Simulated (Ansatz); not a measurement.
**Te2Mo: equation of state with PBE**

Te2Mo, a slab with vacuum:

```
Te Mo
1.0
     6.36161    0.00000    0.00000
     0.00000    3.48040    0.00000
    -0.08574    0.00000   36.17589
Te Mo
4 2
Direct
  0.42925 0.75000 0.54070
  0.57075 0.25000 0.45930
  0.92085 0.25000 0.55653
  0.07915 0.75000 0.44347
  0.18135 0.25000 0.49747
  0.81865 0.75000 0.50253
```

| Property | Result |
| --- | --- |
| Program | Ansatz 0.2.0 |
| Task | equation of state |
| Functional | PBE |
| Potentials or basis | Ansatz NC |
| Cutoff | 1120 eV |
| Density cutoff | 4480 eV |
| k mesh | 4 × 8 × 1 |
| Occupations | fermi-dirac, width 0.05 eV |
| Spin | no spin polarisation |

| Property | Result |
| --- | --- |
| Equilibrium volume | 134.47 Å³/atom |
| Bulk modulus at fixed shape and positions | 17.8 GPa |
| Pressure derivative of the bulk modulus | 4.5 |

Energy against volume, from the lowest point:
| volume (Å³/atom) | energy (meV/atom) |
| --- | --- |
| 125.485 | 37.42 |
| 128.155 | 17.58 |
| 130.825 | 5.37 |
| 133.495 | 0.00 |
| 136.165 | 0.76 |
| 138.835 | 7.00 |
| 141.505 | 18.15 |

All runs of the series together: 12 min on 2 threads of Arm Neoverse V2 (shared host).

Caveat: the cell was scaled at fixed shape and fractional positions, which overstates the stiffness of a crystal with free parameters, most of all of layers and chains. Spin-orbit coupling is left out, which matters for the levels of Te.
